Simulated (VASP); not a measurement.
# Fe (Fmmm) in VASP: further runs

Runs on Fe. Level: PBEsol. Tasks: single point.

All numbers are computed with VASP 6.6.1; they aren't measurements. Logs are shortened: lines on timing, memory, paths and dates and some standing lists are left out, and cuts for length are marked.

### Step 1. Starting point

It takes space group Fmmm (No. 69, orthorhombic). The conventional cell has a = 2.997 Å, b = 3.883 Å, c = 3.930 Å, α = 90.00°, β = 90.00°, γ = 90.00°. Fe (site symmetry mmm) is surrounded by 12 Fe at 2.45 to 2.76 Å.

### Step 2. Single point, PBEsol, collinear spin, ferromagnetic start

Contents of INCAR:

```
  PREC = Accurate
  ENCUT = 450
  EDIFF = 1E-6
  ISMEAR = 1
  SIGMA = 0.1
  LREAL = False
  LASPH = True
  NELM = 100
  ALGO = Normal
  ISIF = 2
  LWAVE = False
  LCHARG = False
  ISPIN = 2
  MAGMOM = 3
  LORBIT = 11
  LMAXMIX = 4
  GGA = PS
  NBANDS = 14
  ADDGRID = True
```

Contents of KPOINTS:

```
Automatic mesh
0
Gamma
  6 6 6
```

Contents of POSCAR:

```
Fe
1.0
    0.0000000000      1.9417396906      1.9651051623
    1.4984397099      0.0000000000      1.9651051623
    1.4984397099      1.9417396906      0.0000000000
Fe
1
Direct
    0.0000000000      0.0000000000      0.0000000000
```

Potentials or basis: VASP PAW PBE potentials, release 64 (Fe).

Started as:

```console
> cat potpaw_PBE.64/Fe/POTCAR > POTCAR
> mpirun -np 1 vasp_std > vasp.out
```

OUTCAR:

```text
PREC = Accurate
   ENCUT = 450
   EDIFF = 1E-6
   ISMEAR = 1
   LREAL = False
   LASPH = True
   NELM = 100
   ISIF = 2
   ISPIN = 2
   LORBIT = 11
   GGA = PS

 Found     46 irreducible k-points:

 Following reciprocal coordinates:
            Coordinates               Weight
  0.000000  0.000000  0.000000      1.000000
  0.166667 -0.000000 -0.000000      8.000000
  0.333333 -0.000000  0.000000      8.000000
  0.500000 -0.000000 -0.000000      4.000000
  0.166667  0.166667  0.000000      2.000000
  0.333333  0.166667  0.000000      8.000000
   k-points           NKPTS =     46   k-points in BZ     NKDIM =     46   number of bands    NBANDS=     14
   number of dos      NEDOS =    301   number of ions     NIONS =      1
   total plane-waves  NPLWV =   6480
   dimension x,y,z NGX =    20 NGY =   18 NGZ =   18
   dimension x,y,z NGXF=    40 NGYF=   36 NGZF=   36
   ions per type =               1
   NGX,Y,Z   is equivalent  to a cutoff of  12.04, 12.11, 12.20 a.u.
   NGXF,Y,Z  is equivalent  to a cutoff of  24.07, 24.22, 24.40 a.u.
 SYSTEM =  unknown system
   PREC   = accura    normal or accurate (medium, high low for compatibility)
   ISTART =      0    job   : 0-new  1-cont  2-samecut
   ICHARG =      2    charge: 1-file 2-atom 10-const
   ISPIN  =      2    spin polarized calculation?
   LNONCOLLINEAR =      F non collinear calculations
   LSORBIT =      F    spin-orbit coupling
   LASPH  =      T    aspherical Exc in radial PAW
   ENCUT  =  450.0 eV  33.07 Ry    5.75 a.u.   4.78  4.27  4.24*2*pi/ulx,y,z
   NELM   =    100;   NELMIN=  2; NELMDL= -5     # of ELM steps
   EDIFF  = 0.1E-05   stopping-criterion for ELM
   LREAL  =      F    real-space projection
   EDIFFG = 0.1E-04   stopping-criterion for IOM
   NSW    =      0    number of steps for IOM
   IBRION =     -1    ionic relax: 0-MD 1-quasi-New 2-CG
   NFREE  =      0    steps in history (QN), initial steepest desc. (CG)
   ISIF   =      2    stress and relaxation
   ISYM   =      2    0-nonsym 1-usesym 2-fastsym
   POTIM  = 0.5000    time-step for ionic-motion
   TEBEG  =    0.0;   TEEND  =   0.0 temperature during run
   PSTRESS=    0.0 pullay stress
   NELECT =       8.0000    total number of electrons
   NUPDOWN=      -1.0000    fix difference up-down
   EMIN   =  10.00;   EMAX   =-10.00  energy-range for DOS
   EFERMI =   0.00;   METHOD = LEGACY
   ISMEAR =     1;   SIGMA  =   0.10  broadening in eV -4-tet -1-fermi 0-gaus
   EFERMI_NEDOS =   21; number of points for ismear=-14 and -15
   IALGO  =     38    algorithm
   IMIX   =      4    mixing-type and parameters
     AMIX     =   0.40;   BMIX     =  1.00
     AMIX_MAG =   1.60;   BMIX_MAG =  1.00
  volume/ion in A,a.u.               =      11.44        77.17
  Fermi-wavevector in a.u.,A,eV,Ry     =   1.453303  2.746344 28.736719  2.112089
  Thomas-Fermi vector in A             =   2.570585
   LORBIT       =     11    0 simple, 1 ext, 2 COOP (PROOUT), +10 PAW based schemes
   GGA     = PS    functional components
   LHFCALC =     F    Hartree Fock is set to
   AEXX    =    0.0000 exact exchange contribution
   IVDW    =     0    specifies the selected vdW correction
   LEPSILON=     F    determine dielectric tensor
   LRPA    =     F    only Hartree local field effects (RPA)
 spin polarized calculation
 Methfessel and Paxton  Order N= 1 SIGMA  =   0.10
  energy-cutoff  :      450.00
  volume of cell :       11.44
 maximum number of plane-waves:       261
   NGX =  9   NGY =  9   NGZ =  9

 number of electron       8.0000000 magnetization       2.2584926

 Free energy of the ion-electron system (eV)
  ---------------------------------------------------
  ext. energy  EPLUGINS =         0.00000000
  ---------------------------------------------------
  free energy    TOTEN  =        -8.91116413 eV

  energy without entropy =       -8.91104643  energy(sigma->0) =       -8.91112490

 E-fermi :   5.5641     XC(G=0): -13.2349

 val. band max:        5.5346959732   @ k =  -0.1667   0.1667   0.1667
 cond. band min:       5.5906778796   @ k =   0.3333   0.1667   0.1667
 fundamental gap:      0.0559819064
 Fermi energy:         5.5640888059

 spin component 1

 k-point     1 :       0.0000    0.0000    0.0000
  band No.  band energies     occupation
      1      -2.8889      1.00000
      2       3.1504      1.00000
      3       3.2427      1.00000
      4       3.5917      1.00000
      5       4.3232      1.00000
      6       4.7215      1.00000
      7      29.3793      0.00000
      8      30.8562      0.00000
      9      31.1202      0.00000
     10      35.0616      0.00000
     11      36.1147      0.00000
     12      36.3626      0.00000
     13      36.8702      0.00000
     14      36.9615      0.00000

 k-point     2 :       0.1667   -0.0000   -0.0000
  band No.  band energies     occupation
      1      -1.8160      1.00000
      2       3.1038      1.00000
      3       3.1588      1.00000
      4       3.9742      1.00000
      5       4.2146      1.00000
      6       4.6419      1.00000
      7      24.7297      0.00000
      8      28.6912      0.00000
      9      30.2625      0.00000
     10      33.0324      0.00000
     11      33.4422      0.00000
     12      34.6186      0.00000
     13      37.9772      0.00000
     14      40.5826      0.00000

 k-point     3 :       0.3333   -0.0000    0.0000
  band No.  band energies     occupation
      1       0.3123      1.00000
      2       2.6550      1.00000
      3       3.5296      1.00000
      4       4.2979      1.00000
      5       4.7249      1.00000
      6       5.2053      1.00000
      7      17.1468      0.00000
      8      25.6850      0.00000
      9      28.2394      0.00000
     10      29.9100      0.00000
     11      32.9554      0.00000
     12      37.1272      0.00000
     13      39.7939      0.00000
     14      47.0619      0.00000

 k-point     4 :       0.5000   -0.0000   -0.0000
  band No.  band energies     occupation
      1       0.6971      1.00000
      2       2.4235      1.00000
      3       4.2632      1.00000
      4       4.8630      1.00000
      5       5.8332     -0.00047
      6       5.9241     -0.00000
      7      12.6080      0.00000
      8      24.4366      0.00000
      9      26.5504      0.00000
     10      29.5502      0.00000
     11      33.1593      0.00000
     12      37.8847      0.00000
     13      42.7223      0.00000
     14      45.5413      0.00000

 k-point     5 :       0.1667    0.1667    0.0000
  band No.  band energies     occupation
      1      -1.7452      1.00000
      2       2.8091      1.00000
      3       3.4051      1.00000
      4       3.8382      1.00000
      5       4.4549      1.00000
      6       4.6061      1.00000
      7      25.9130      0.00000
      8      28.1191      0.00000
      9      28.7802      0.00000
     10      30.7021      0.00000
     11      33.6394      0.00000
     12      36.3201      0.00000
     13      39.9203      0.00000
     14      39.9358      0.00000

 k-point     6 :       0.3333    0.1667    0.0000
  band No.  band energies     occupation
      1       0.0612      1.00000
      2       2.6090      1.00000
      3       2.8649      1.00000
      4       4.2871      1.00000
      5       4.8696      1.00000
      6       5.1295      1.00000
      7      21.0046      0.00000
      8      22.7531      0.00000
      9      27.1145      0.00000
     10      30.5574      0.00000
     11      35.1666      0.00000
     12      37.1451      0.00000
     13      40.5478      0.00000
     14      43.9533      0.00000

 [... further k-points ...]

 spin component 2

 k-point     1 :       0.0000    0.0000    0.0000
  band No.  band energies     occupation
      1      -2.6137      1.00000
      2       5.0911      1.00000
      3       5.2194      1.00001
      4       5.6938     -0.03472
      5       6.8952     -0.00000
      6       7.5001     -0.00000
      7      29.2708      0.00000
      8      30.7960      0.00000
      9      31.0906      0.00000
     10      35.4956      0.00000
     11      36.2829      0.00000
     12      37.3998      0.00000
     13      37.6320      0.00000
     14      37.7277      0.00000

 k-point     2 :       0.1667   -0.0000   -0.0000
  band No.  band energies     occupation
      1      -1.5269      1.00000
      2       5.0258      1.00000
      3       5.1063      1.00000
      4       6.0769     -0.00000
      5       6.7302     -0.00000
      6       7.3943     -0.00000
      7      25.2601      0.00000
      8      28.7895      0.00000
      9      30.5455      0.00000
     10      33.8274      0.00000
     11      34.0512      0.00000
     12      35.0656      0.00000
     13      38.3760      0.00000
     14      41.1854      0.00000

 k-point     3 :       0.3333   -0.0000    0.0000
  band No.  band energies     occupation
      1       0.9836      1.00000
      2       4.5436      1.00000
      3       4.8867      1.00000
      4       6.7627     -0.00000
      5       7.4178     -0.00000
      6       7.4408     -0.00000
      7      18.1220      0.00000
      8      25.8366      0.00000
      9      28.9563      0.00000
     10      30.4593      0.00000
     11      33.6484      0.00000
     12      37.5593      0.00000
     13      40.0549      0.00000
     14      47.4843      0.00000

 k-point     4 :       0.5000   -0.0000   -0.0000
  band No.  band energies     occupation
      1       2.0095      1.00000
      2       4.2743      1.00000
      3       6.0559     -0.00000
      4       6.7975     -0.00000
      5       7.5532     -0.00000
      6       8.2484      0.00000
      7      14.0661      0.00000
      8      24.5561      0.00000
      9      27.1798      0.00000
     10      30.1894      0.00000
     11      33.9373      0.00000
     12      38.1198      0.00000
     13      43.0534      0.00000
     14      46.3641      0.00000

 k-point     5 :       0.1667    0.1667    0.0000
  band No.  band energies     occupation
      1      -1.4539      1.00000
      2       4.6822      1.00000
      3       5.4435      1.03540
      4       5.8696     -0.00007
      5       7.0466     -0.00000
      6       7.3062     -0.00000
      7      26.3378      0.00000
      8      28.4181      0.00000
      9      29.0047      0.00000
     10      31.5724      0.00000
     11      34.4269      0.00000
     12      36.5108      0.00000
     13      40.2262      0.00000
     14      40.4395      0.00000

 k-point     6 :       0.3333    0.1667    0.0000
  band No.  band energies     occupation
      1       0.4850      1.00000
      2       4.3820      1.00000
      3       4.7645      1.00000
      4       6.7823     -0.00000
      5       7.2253     -0.00000
      6       7.5667      0.00000
      7      21.7304      0.00000
      8      23.4004      0.00000
      9      27.7849      0.00000
     10      30.8428      0.00000
     11      35.5836      0.00000
     12      37.7044      0.00000
     13      41.1409      0.00000
     14      44.3122      0.00000

 [... further k-points ...]

------------------------ aborting loop because EDIFF is reached ----------------------------------------

  FORCE on cell =-STRESS in cart. coord.  units (eV):
  Direction    XX          YY          ZZ          XY          YZ          ZX
  --------------------------------------------------------------------------------------
  -------------------------------------------------------------------------------------
  Total       -1.1768591     -0.3451095     -0.5517251      0.0000000      0.0000000      0.0000000
  in kB     -164.8879719    -48.3527833    -77.3013756      0.0000000      0.0000000      0.0000000
  external PRESSURE =     -96.8473769 kB  Pullay stress =       0.0000000 kB

 VOLUME and BASIS-vectors are now :
 -----------------------------------------------------------------------------
  energy-cutoff  :      450.00
  volume of cell :       11.44
      direct lattice vectors                 reciprocal lattice vectors
     0.000000000  1.941739691  1.965105162    -0.333680426  0.257501045  0.254439309
     1.498439710  0.000000000  1.965105162     0.333680426 -0.257501045  0.254439309
     1.498439710  1.941739691  0.000000000     0.333680426  0.257501045 -0.254439309

 POSITION                                       TOTAL-FORCE (eV/Angst)
 -----------------------------------------------------------------------------------
      0.00000      0.00000      0.00000         0.000000      0.000000      0.000000
 -----------------------------------------------------------------------------------
    total drift:                                0.000000     -0.000000     -0.000000

  FREE ENERGIE OF THE ION-ELECTRON SYSTEM (eV)
  ---------------------------------------------------
  free  energy   TOTEN  =        -8.9111641329 eV

  energy  without entropy=       -8.9110464265  energy(sigma->0) =       -8.91112490

 total charge

# of ion       s       p       d       tot
------------------------------------------
    1        0.490   0.532   6.240   7.262

 magnetization (x)

# of ion       s       p       d       tot
------------------------------------------
    1       -0.013  -0.047   2.307   2.247
```

Wall time 13 s (1 thread of Intel Xeon 6975P-C (Granite Rapids), shared host); peak memory 0.17 GiB.

The run converged, but some of its settings lie outside the range that counts as converged, so its numbers aren't taken as properties of the crystal.

What came out:

| Item | Value |
| --- | --- |
| Free energy | -8.9112 eV |
| Pressure | -9.7 GPa |
| Band gap on the k mesh | none (metal or under the smearing width) |
| Net moment | 2.26 μB per cell |
| Site moments | Fe +2.25 μB |
| Valence electrons inside the program's atomic spheres | Fe 7.26 |

Caveat: the k mesh is coarse (spacing up to 0.52 Å⁻¹), so the values aren't converged; the PAW data sets were made with another functional, which shifts forces and pressure a little.

### Step 3. Single point, PBEsol, collinear spin, ferromagnetic start

INCAR, as its differences from that of step 2:

```diff
@@ -6,3 +6,3 @@
   LREAL = False
-  LASPH = True
+  LASPH = False
   NELM = 100
@@ -18,2 +18,2 @@
   NBANDS = 14
-  ADDGRID = True
+  ADDGRID = False
```

KPOINTS is that of step 2.

POSCAR is that of step 2.

Potentials or basis: VASP PAW PBE potentials, release 64 (Fe).

Started as:

```console
> cat potpaw_PBE.64/Fe/POTCAR > POTCAR
> mpirun -np 1 vasp_std > vasp.out
```

Run time: 11 s. Hardware: 1 thread of Intel Xeon 6975P-C (Granite Rapids), shared host; peak memory 0.13 GiB.

The run converged, but some of its settings lie outside the range that counts as converged, so its numbers aren't taken as properties of the crystal.

Results:

- Free energy: -8.9083 eV
- Pressure: -9.7 GPa
- Band gap on the k mesh: none (metal or under the smearing width)
- Net moment: 2.26 μB per cell
- Site moments: Fe +2.25 μB
- Valence electrons inside the program's atomic spheres: Fe 7.26

Caveat: the k mesh is coarse (spacing up to 0.52 Å⁻¹), so the values aren't converged; the PAW data sets were made with another functional, which shifts forces and pressure a little.

### Step 4. Single point, PBEsol, collinear spin, ferromagnetic start

INCAR, as its differences from that of step 3:

```diff
@@ -1,8 +1,8 @@
-  PREC = Accurate
+  PREC = Normal
   ENCUT = 450
-  EDIFF = 1E-6
+  EDIFF = 1E-4
   ISMEAR = 1
   SIGMA = 0.1
-  LREAL = False
-  LASPH = False
+  LREAL = Auto
+  LASPH = True
   NELM = 100
```

KPOINTS is that of step 3.

POSCAR is that of step 3.

Started as:

```console
> cat potpaw_PBE.64/Fe/POTCAR > POTCAR
> mpirun -np 1 vasp_std > vasp.out
```

It took 5.2 s on 1 thread of Intel Xeon 6975P-C (Granite Rapids), shared host; peak memory 0.11 GiB.

The run converged, but some of its settings lie outside the range that counts as converged, so its numbers aren't taken as properties of the crystal.

Results:

- Free energy: -8.9116 eV
- Pressure: -9.8 GPa
- Band gap on the k mesh: none (metal or under the smearing width)
- Net moment: 2.26 μB per cell
- Site moments: Fe +2.25 μB
- Valence electrons inside the program's atomic spheres: Fe 7.26

Caveat: the k mesh is coarse (spacing up to 0.52 Å⁻¹), so the values aren't converged; the PAW data sets were made with another functional, which shifts forces and pressure a little.

### Step 5. Single point, PBEsol, collinear spin, ferromagnetic start

INCAR, as its differences from that of step 4:

```diff
@@ -1,7 +1,7 @@
-  PREC = Normal
-  ENCUT = 450
-  EDIFF = 1E-4
+  PREC = Accurate
+  ENCUT = 700
+  EDIFF = 1E-6
   ISMEAR = 1
   SIGMA = 0.1
-  LREAL = Auto
+  LREAL = False
   LASPH = True
```

Contents of KPOINTS:

```
Automatic mesh
0
Gamma
  5 5 5
```

POSCAR is that of step 4.

Started as:

```console
> cat potpaw_PBE.64/Fe/POTCAR > POTCAR
> mpirun -np 1 vasp_std > vasp.out
```

It took 7.9 s on 1 thread of Intel Xeon 6975P-C (Granite Rapids), shared host; peak memory 0.15 GiB.

The run converged, but some of its settings lie outside the range that counts as converged, so its numbers aren't taken as properties of the crystal.

What came out:

```yaml
Free_energy: -8.8226 eV
Pressure: -12.7 GPa
Band_gap_on_the_k_mesh: none (metal or under the smearing width)
Net_moment: 2.06 μB per cell
Site_moments: Fe +2.04 μB
Valence_electrons_inside_the_program's_atomic_spheres: Fe 7.26
```

Caveat: the k mesh is coarse (spacing up to 0.62 Å⁻¹), so the values aren't converged; the PAW data sets were made with another functional, which shifts forces and pressure a little.
